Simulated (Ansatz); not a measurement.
## NiO: levels along high-symmetry lines

```
CELL_PARAMETERS angstrom
0.00000 2.24071 2.24071
2.24071 0.00000 2.24071
2.24071 2.24071 0.00000
ATOMIC_POSITIONS crystal
Ni 0.00000 0.00000 0.00000
O 0.25000 0.25000 0.25000
```

Atom numbers follow the list: Ni1, O2.

Conventional cell: a = 4.481 Å, b = 4.481 Å, c = 4.481 Å, α = 90.00°, β = 90.00°, γ = 90.00°. Ni (atom 1) has 4 O at 1.94 Å as nearest neighbours. O (atom 2) is surrounded by 4 Ni at 1.94 Å.

The cell was built from the zincblende type and relaxed in the same program, and has space group F-43m; it needn't be a known or the stable phase.

Semilocal functionals without U often leave such compounds metallic or with too small a gap, and the real magnetic order may differ.

The magnetic state is the one reached from the start moments; no search over orders was made, so it needn't be the ground state.

Level of theory: DFT, PBE, all-electron LAPW, scalar-relativistic in Ansatz 0.2.0.

The runs use a Γ-centred 14×14×14 k mesh, Fermi–Dirac smearing of 0.03 eV, basis error target 0.25 meV/atom, spin-polarised from start moments Ni1 1.5 μB, ending with a cell moment of 1.95 μB.

Points in fractions of the reciprocal vectors of this cell: Γ (0, 0, 0), X (-0.5, -0.5, 0), U (-0.375, -0.375, 0.25), K (-0.375, 0, 0.375), L (0, 0, 0.5), W (-0.5, -0.25, 0.25). The path joins them by straight lines in the order Γ–X–U–K–Γ–L–W–X; legs that retrace an earlier one aren't tabulated. Energies are in eV from the Fermi level.

Question: Metal or insulator at this level of theory?

Answer: No gap opens: metallic or semimetallic.

Question: Tabulate bands 8 to 15 of the spin-down channel, counted from the lowest band of the run, along the path.

Answer: 
```
k (1/Å)  point  band 8  band 9  band 10  band 11  band 12  band 13  band 14  band 15
   0.00      Γ   -5.03   -5.03    -1.39    -1.39     0.65     1.78     1.78     1.78
   0.35          -4.97   -4.97    -1.48    -1.34     1.04     1.54     1.54     2.07
   0.70          -4.80   -4.80    -1.68    -1.24     0.76     0.91     0.91     3.58
   1.05          -4.57   -4.57    -1.72    -1.12    -0.11     0.23     0.23     5.17
   1.40      X   -4.45   -4.45    -1.54    -1.08    -0.78    -0.08    -0.08     5.81
   1.53          -4.50   -4.46    -1.54    -1.08    -0.82    -0.06    -0.06     5.91
   1.65          -4.62   -4.48    -1.58    -1.10    -0.88    -0.04     0.01     6.19
   1.77          -4.82   -4.51    -1.63    -1.13    -0.86    -0.05     0.12     6.60
   1.90      U   -5.08   -4.55    -1.65    -1.18    -0.78    -0.09     0.26     7.08
   2.11          -5.26   -4.56    -1.60    -1.20    -0.82    -0.12     0.37     7.41
   2.33          -5.39   -4.57    -1.56    -1.22    -0.89    -0.14     0.43     7.62
   2.54          -5.26   -4.56    -1.60    -1.20    -0.82    -0.12     0.37     7.41
   2.76      K   -5.08   -4.55    -1.65    -1.18    -0.78    -0.09     0.26     7.08
   3.13          -5.41   -4.68    -1.36    -1.28    -0.53    -0.02     0.83     6.86
   3.50          -5.02   -4.82    -1.49    -1.25     0.33     0.54     1.36     4.24
   3.87          -4.98   -4.97    -1.45    -1.37     0.94     1.44     1.68     2.16
   4.24      Γ   -5.03   -5.03    -1.39    -1.39     0.65     1.78     1.78     1.78
   4.55          -4.99   -4.99    -1.40    -1.40     0.90     1.68     1.68     1.91
   4.85          -4.89   -4.89    -1.39    -1.39     0.37     1.40     1.40     3.25
   5.15          -4.82   -4.82    -1.27    -1.27    -0.39     1.05     1.05     4.98
   5.46      L   -4.79   -4.79    -1.18    -1.18    -0.73     0.86     0.86     6.09
   5.71          -4.92   -4.76    -1.21    -1.19    -0.76     0.64     0.79     6.58
   5.95          -5.21   -4.67    -1.36    -1.20    -0.80     0.20     0.62     7.60
   6.20          -5.39   -4.57    -1.56    -1.22    -0.89    -0.14     0.43     7.62
   6.45      W   -5.36   -4.52    -1.61    -1.26    -0.99    -0.21     0.34     7.59
   6.62          -5.12   -4.51    -1.60    -1.23    -0.98    -0.19     0.30     7.24
   6.80          -4.78   -4.49    -1.57    -1.15    -0.95    -0.15     0.17     6.56
   6.97          -4.54   -4.46    -1.55    -1.09    -0.85    -0.10     0.01     6.01
   7.15      X   -4.45   -4.45    -1.54    -1.08    -0.78    -0.08    -0.08     5.81
```
